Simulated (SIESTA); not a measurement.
Bi under changes of volume

One of the cells (34.706 Å³/atom); the others are scaled copies at fixed shape and fractional positions:

```xyz
2
Lattice="3.5117 -3.1533 0.0000 3.5117 3.1533 0.0000 -1.2686 0.0000 3.1342" Properties=species:S:1:pos:R:3 pbc="T T T"
Bi    4.2014    0.0000    2.6872
Bi    1.5534    0.0000    0.4470
```

This isn't the form of Bi at room conditions, which is rhombohedral.

* Program: SIESTA 5.4.2
* Functional: PBEsol
* Potentials or basis: PseudoDojo 0.4 standard (PBEsol files)
* Basis: DZP (energy shift 0.003 Ry; two zetas on semicore shells)
* Grid cutoff: 500 Ry
* Energy shift: 0.003 Ry
* k mesh: 6 × 6 × 9
* Occupations: fermi-dirac, width 0.05 eV
* Spin: no spin polarisation

```csv
volume (Å³/atom),energy over the lowest point (meV/atom),pressure (GPa),largest force (eV/Å)
31.984,3.49,1.5,0.065
32.665,0.00,0.2,0.033
33.345,1.64,-0.9,0.005
34.706,?,?,?
35.387,31.26,-3.6,0.084
36.067,48.00,-4.3,0.107
```

What does the run at 34.706 Å³/atom give?

Energy over the lowest point 17.66 meV/atom; pressure -2.8 GPa; largest force 0.056 eV/Å.

Worked out: A Birch-Murnaghan fit of order 3 (a polynomial in V^(-2/3)) to the other rows has its minimum at 32.78 Å³/atom with B0 = V·E''(V) = 56 GPa and B' = 4.6 at fixed shape and positions, which overstates the stiffness. It gives 17.69 meV/atom at 34.706 Å³/atom, against the run's 17.66, and -dE/dV = -2.8 GPa, against -2.8.

Energies are extrapolated to zero smearing.

Caveats: the basis of atomic orbitals isn't converged, which shifts pressures, moduli and gaps.
